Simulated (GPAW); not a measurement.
Wanted: an ASE script for a GPAW 26.7.0 run.

| Item | Value |
| --- | --- |
| Task | equation of state |
| Functional | OLYP |
| Potentials or basis | PAW data sets generated in the run's folder for this functional |
| Cutoff | 600 eV |
| Basis | pw |
| k mesh | 11 × 11 × 11 |
| Occupations | fermi-dirac, width 0.05 eV |
| Spin | no spin polarisation |
| Eigensolver | davidson |
| Maxiter | 150 |
| Eos scales | [0.94, 0.96, 0.98, 1.0, 1.02, 1.04, 1.06] |

The structure of Au lies in Au.cif:

```cif
data_Au
_cell_length_a 4.07000000
_cell_length_b 4.07000000
_cell_length_c 4.07000000
_cell_angle_alpha 90.00000000
_cell_angle_beta 90.00000000
_cell_angle_gamma 90.00000000
_space_group_name_H-M_alt 'Fm-3m'
_space_group_name_Hall '-F 4 2 3'
_space_group_IT_number 225
loop_
_space_group_symop_operation_xyz
'x,y,z'
'-x,-y,-z'
'-y,x,z'
'y,-x,-z'
'-x,-y,z'
'x,y,-z'
'y,-x,z'
'-y,x,-z'
'x,-y,-z'
'-x,y,z'
'-y,-x,-z'
'y,x,z'
'-x,y,-z'
'x,-y,z'
'y,x,-z'
'-y,-x,z'
'z,x,y'
'-z,-x,-y'
'z,-y,x'
'-z,y,-x'
'z,-x,-y'
'-z,x,y'
'z,y,-x'
'-z,-y,x'
'-z,x,-y'
'z,-x,y'
'-z,-y,-x'
'z,y,x'
'-z,-x,y'
'z,x,-y'
'-z,y,x'
'z,-y,-x'
'y,z,x'
'-y,-z,-x'
'x,z,-y'
'-x,-z,y'
'-y,z,-x'
'y,-z,x'
'-x,z,y'
'x,-z,-y'
'-y,-z,x'
'y,z,-x'
'-x,-z,-y'
'x,z,y'
'y,-z,-x'
'-y,z,x'
'x,-z,y'
'-x,z,-y'
'x,y+1/2,z+1/2'
'-x,-y+1/2,-z+1/2'
'-y,x+1/2,z+1/2'
'y,-x+1/2,-z+1/2'
'-x,-y+1/2,z+1/2'
'x,y+1/2,-z+1/2'
'y,-x+1/2,z+1/2'
'-y,x+1/2,-z+1/2'
'x,-y+1/2,-z+1/2'
'-x,y+1/2,z+1/2'
'-y,-x+1/2,-z+1/2'
'y,x+1/2,z+1/2'
'-x,y+1/2,-z+1/2'
'x,-y+1/2,z+1/2'
'y,x+1/2,-z+1/2'
'-y,-x+1/2,z+1/2'
'z,x+1/2,y+1/2'
'-z,-x+1/2,-y+1/2'
'z,-y+1/2,x+1/2'
'-z,y+1/2,-x+1/2'
'z,-x+1/2,-y+1/2'
'-z,x+1/2,y+1/2'
'z,y+1/2,-x+1/2'
'-z,-y+1/2,x+1/2'
'-z,x+1/2,-y+1/2'
'z,-x+1/2,y+1/2'
'-z,-y+1/2,-x+1/2'
'z,y+1/2,x+1/2'
'-z,-x+1/2,y+1/2'
'z,x+1/2,-y+1/2'
'-z,y+1/2,x+1/2'
'z,-y+1/2,-x+1/2'
'y,z+1/2,x+1/2'
'-y,-z+1/2,-x+1/2'
'x,z+1/2,-y+1/2'
'-x,-z+1/2,y+1/2'
'-y,z+1/2,-x+1/2'
'y,-z+1/2,x+1/2'
'-x,z+1/2,y+1/2'
'x,-z+1/2,-y+1/2'
'-y,-z+1/2,x+1/2'
'y,z+1/2,-x+1/2'
'-x,-z+1/2,-y+1/2'
'x,z+1/2,y+1/2'
'y,-z+1/2,-x+1/2'
'-y,z+1/2,x+1/2'
'x,-z+1/2,y+1/2'
'-x,z+1/2,-y+1/2'
'x+1/2,y,z+1/2'
'-x+1/2,-y,-z+1/2'
'-y+1/2,x,z+1/2'
'y+1/2,-x,-z+1/2'
'-x+1/2,-y,z+1/2'
'x+1/2,y,-z+1/2'
'y+1/2,-x,z+1/2'
'-y+1/2,x,-z+1/2'
'x+1/2,-y,-z+1/2'
'-x+1/2,y,z+1/2'
'-y+1/2,-x,-z+1/2'
'y+1/2,x,z+1/2'
'-x+1/2,y,-z+1/2'
'x+1/2,-y,z+1/2'
'y+1/2,x,-z+1/2'
'-y+1/2,-x,z+1/2'
'z+1/2,x,y+1/2'
'-z+1/2,-x,-y+1/2'
'z+1/2,-y,x+1/2'
'-z+1/2,y,-x+1/2'
'z+1/2,-x,-y+1/2'
'-z+1/2,x,y+1/2'
'z+1/2,y,-x+1/2'
'-z+1/2,-y,x+1/2'
'-z+1/2,x,-y+1/2'
'z+1/2,-x,y+1/2'
'-z+1/2,-y,-x+1/2'
'z+1/2,y,x+1/2'
'-z+1/2,-x,y+1/2'
'z+1/2,x,-y+1/2'
'-z+1/2,y,x+1/2'
'z+1/2,-y,-x+1/2'
'y+1/2,z,x+1/2'
'-y+1/2,-z,-x+1/2'
'x+1/2,z,-y+1/2'
'-x+1/2,-z,y+1/2'
'-y+1/2,z,-x+1/2'
'y+1/2,-z,x+1/2'
'-x+1/2,z,y+1/2'
'x+1/2,-z,-y+1/2'
'-y+1/2,-z,x+1/2'
'y+1/2,z,-x+1/2'
'-x+1/2,-z,-y+1/2'
'x+1/2,z,y+1/2'
'y+1/2,-z,-x+1/2'
'-y+1/2,z,x+1/2'
'x+1/2,-z,y+1/2'
'-x+1/2,z,-y+1/2'
'x+1/2,y+1/2,z'
'-x+1/2,-y+1/2,-z'
'-y+1/2,x+1/2,z'
'y+1/2,-x+1/2,-z'
'-x+1/2,-y+1/2,z'
'x+1/2,y+1/2,-z'
'y+1/2,-x+1/2,z'
'-y+1/2,x+1/2,-z'
'x+1/2,-y+1/2,-z'
'-x+1/2,y+1/2,z'
'-y+1/2,-x+1/2,-z'
'y+1/2,x+1/2,z'
'-x+1/2,y+1/2,-z'
'x+1/2,-y+1/2,z'
'y+1/2,x+1/2,-z'
'-y+1/2,-x+1/2,z'
'z+1/2,x+1/2,y'
'-z+1/2,-x+1/2,-y'
'z+1/2,-y+1/2,x'
'-z+1/2,y+1/2,-x'
'z+1/2,-x+1/2,-y'
'-z+1/2,x+1/2,y'
'z+1/2,y+1/2,-x'
'-z+1/2,-y+1/2,x'
'-z+1/2,x+1/2,-y'
'z+1/2,-x+1/2,y'
'-z+1/2,-y+1/2,-x'
'z+1/2,y+1/2,x'
'-z+1/2,-x+1/2,y'
'z+1/2,x+1/2,-y'
'-z+1/2,y+1/2,x'
'z+1/2,-y+1/2,-x'
'y+1/2,z+1/2,x'
'-y+1/2,-z+1/2,-x'
'x+1/2,z+1/2,-y'
'-x+1/2,-z+1/2,y'
'-y+1/2,z+1/2,-x'
'y+1/2,-z+1/2,x'
'-x+1/2,z+1/2,y'
'x+1/2,-z+1/2,-y'
'-y+1/2,-z+1/2,x'
'y+1/2,z+1/2,-x'
'-x+1/2,-z+1/2,-y'
'x+1/2,z+1/2,y'
'y+1/2,-z+1/2,-x'
'-y+1/2,z+1/2,x'
'x+1/2,-z+1/2,y'
'-x+1/2,z+1/2,-y'
loop_
_atom_site_label
_atom_site_type_symbol
_atom_site_symmetry_multiplicity
_atom_site_Wyckoff_symbol
_atom_site_fract_x
_atom_site_fract_y
_atom_site_fract_z
_atom_site_occupancy
Au1 Au 4 a 0.0000000000 0.0000000000 0.0000000000 1
```

These files were run (other wordings do the same):

run.py

```python
import spglib
from ase import Atoms
from ase.eos import EquationOfState
from ase.io import Trajectory, read
from ase.units import GPa
from gpaw import GPAW, PW, setup_paths

setup_paths.insert(0, '.')

atoms = read('Au.cif')
cell, positions, numbers = spglib.find_primitive(
    (atoms.cell[:], atoms.get_scaled_positions(), atoms.numbers), symprec=1e-4)
atoms = Atoms(numbers, cell=cell, scaled_positions=positions, pbc=True)

traj = Trajectory('eos.traj', 'w')
volumes, energies = [], []
for x in [0.94, 0.96, 0.98, 1.0, 1.02, 1.04, 1.06]:
    a = atoms.copy()
    a.set_cell(atoms.cell * x**(1 / 3), scale_atoms=True)
    calc = GPAW(mode=PW(600),
                xc='GGA_X_OPTX+GGA_C_LYP',
                kpts={'size': (11, 11, 11), 'gamma': True},
                occupations={'name': 'fermi-dirac', 'width': 0.05},
                nbands=14,
                convergence={'density': 1e-05, 'energy': 1e-05},
                eigensolver='davidson',
                maxiter=150,
                txt=f'eos-{x:.2f}.txt')
    a.calc = calc
    energies.append(a.get_potential_energy(force_consistent=True))
    volumes.append(a.get_volume())
    p = -a.get_stress()[:3].mean() / GPa
    calc.write(f'eos-{x:.2f}.gpw')
    traj.write(a)
    print(f'{x:.2f} {volumes[-1]:10.4f} A^3 {energies[-1]:14.6f} eV {p:9.3f} GPa', flush=True)

v0, e0, B = EquationOfState(volumes, energies, eos='birchmurnaghan').fit()
print(f'V0 = {v0:.4f} A^3, E0 = {e0:.6f} eV, B0 = {B / GPa:.2f} GPa')
```

Potentials or basis: PAW data sets generated in the run's folder for this functional, pw.

The run is started by

```console
$ gpaw-setup -f GGA_X_OPTX+GGA_C_LYP Au
$ OMP_NUM_THREADS=1 python run.py
```

Results of the run:

```
Equilibrium volume : 18.15 Å³/atom (rough: see the caveat)
Bulk modulus       : 123 GPa (rough)
```

Caveat: with this Au data set, volumes or pressures lay over 1.5 % or 2 GPa off other programs in two to four cells of ten; the minimum lies outside the volumes run.

It took 70 s on 1 thread of Arm Neoverse V1, on a shared host, peak memory 0.18 GiB.
